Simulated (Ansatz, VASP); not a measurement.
**RbBr in VASP and in Ansatz**

```
Rb Br
1.0
     4.12425    0.00000    0.00000
     0.00000    4.12425    0.00000
     0.00000    0.00000    4.12425
Rb Br
1 1
Direct
  0.00000 0.00000 0.00000
  0.50000 0.50000 0.50000
```

The cell comes from a database or a generator and needn't be the stable form of this composition.

Alike in both runs: task single point; functional PBE; k mesh 6 × 6 × 6; occupations fermi-dirac, width 0.02 eV; no spin polarisation.

|  | VASP | Ansatz |
| --- | --- | --- |
| version | VASP 6.6.1 | Ansatz 0.2.0 |
| potentials or method | VASP PAW PBE potentials, release 64 (Rb_sv, Br) | plane waves, PAW |
| plane-wave cutoff (eV) | 520 | 420 |
| valence electrons in the cell | 16 | 16 |

Ansatz gave:

| Item | Value |
| --- | --- |
| gap on the k mesh at the Fermi level (eV) | 4.09 |
| pressure (GPa) | 0.8 |

Which values does VASP return?

gap on the k mesh at the Fermi level (eV): 4.09; pressure (GPa): 0.9.

A k mesh can miss the band edges. As with any semilocal functional, this PBE gap is likely too small.
